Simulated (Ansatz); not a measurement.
# TiS$_{2}$: a prediction, then the measurements

Level of theory: DFT PBE, scalar-relativistic, plane waves, PAW in Ansatz 0.2.0.

Settings: cutoff 420 eV, Γ-centred mesh 18×18×8 on the computed 3-atom cell, Gaussian smearing of 0.10 eV; no spin polarisation.

Relaxed structure:

Space group P-3m1 (No. 164). a = 3.416 Å, b = 3.416 Å, c = 6.574 Å, α = 90.00°, β = 90.00°, γ = 120.00°
```
atom  site  symmetry       x       y       z
  Ti    1a      -3m.  0.0000  0.0000  0.0000
   S    2d       3m.  0.3333  0.6667  0.2157
```

* Space group: P-3m1 (No. 164)
* Volume per atom: 22.15 Å³
* Formation energy from the elements' standard states (uncorrected): -1.305 eV/atom
* Kohn–Sham band gap: none (metal)
* Density of states at the Fermi level: 0.0 states/eV per cell
* Orbital (Löwdin) character within 0.5 eV of the Fermi level: Ti 3d 70 %, S 3p 25 %
* Bader charge by site (e): Ti (1 in the cell) 1.76, S (2 in the cell) -0.88

The cell holds layers, chains or molecules and no dispersion correction was added, so their binding is poorly described.

A magnetic start lost its moments in a first run, so spin was left out; other magnetic orders weren't tried.

**Against measurements.**

Measured lattice constant a of TiS2: 3.4 Å (a printed reference work (data compilation)). This calculation gives 3.416 Å (+0.5 %). A measured lattice constant c of TiS2 is 5.695 Å (a printed reference work (data compilation)); the calculated 6.574 Å exceeds it by 15.4 %. The calculation is for 0 K without zero-point motion.

It was relaxed from a cell as deposited in COD. Löwdin shares on free-atom orbitals overweight diffuse shells.
